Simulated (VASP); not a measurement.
Crystal: Os.

```
Os
1.0
     0.00000    1.91293    1.91293
     1.91293    0.00000    1.91293
     1.91293    1.91293    0.00000
Os
1
Cartesian
  0.0000 0.0000 0.0000
```

This isn't the form of Os at room conditions, which is hcp.

- Program: VASP 6.6.1
- Task: relaxation of cell and atoms
- Functional: PBE
- Potentials or basis: VASP PAW PBE potentials, release 64 (Os)
- Cutoff: 600 eV
- k mesh: 18 × 18 × 18
- Occupations: gaussian, width 0.1 eV
- Spin: no spin polarisation

At the start: pressure 9.9 GPa; volume 14.00 Å³/atom.

Problem. Where does the relaxation end?

Solution. Over 4 steps the energy falls by 9.9 meV/atom and the volume is 14.33 Å³/atom (+2.4 %); space group Fm-3m (No. 225, to 0.05 Å).

The path:
| step | energy change (eV) | largest force (eV/Å) | pressure (GPa) | volume (Å³) |
| --- | --- | --- | --- | --- |
| 1 | 0.0000 | 0.0000 | 9.88 | 14.00 |
| 2 | 0.1489 | 0.0000 | -30.87 | 15.82 |
| 3 | -0.0099 | 0.0000 | -0.43 | 14.35 |
| 4 | -0.0099 | 0.0000 | -0.02 | 14.33 |

Final structure:
```
Os
1.0
     0.00000    1.92793    1.92793
     1.92793    0.00000    1.92793
     1.92793    1.92793    0.00000
Os
1
Cartesian
  0.0000 0.0000 0.0000
```
